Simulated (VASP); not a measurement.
Al2O3 (Corundum):

```
CELL_PARAMETERS angstrom
2.38025 1.37424 4.33187
-2.38025 1.37424 4.33187
0.00000 -2.74848 4.33187
ATOMIC_POSITIONS crystal
Al 0.85216 0.85216 0.85216
Al 0.64784 0.64784 0.64784
Al 0.14784 0.14784 0.14784
Al 0.35216 0.35216 0.35216
O 0.05668 0.75000 0.44332
O 0.75000 0.44332 0.05668
O 0.44332 0.05668 0.75000
O 0.94332 0.25000 0.55668
O 0.25000 0.55668 0.94332
O 0.55668 0.94332 0.25000
```

Program: VASP 6.6.1. Alike in all runs: level PBE; no spin polarisation; cell as given; k mesh 7 × 7 × 7. Hardware: 1 thread of AMD EPYC 9R14 (Zen 4) (shared host).

Q: Order these runs on this cell by their wall time, lowest first.
A. task band structure; potentials or basis VASP PAW PBE potentials, release 64 (Al, O_h); cutoff (eV) 900; smearing fermi-dirac 0.05 eV
B. task band structure; potentials or basis VASP PAW PBE potentials, release 54 (Al, O); cutoff (eV) 500; smearing fermi-dirac 0.05 eV
C. task single point; potentials or basis VASP PAW PBE potentials, release 64 (Al, O); cutoff (eV) 520; smearing gaussian 0.015 eV

A: C (120 s), B (300 s), A (710 s).
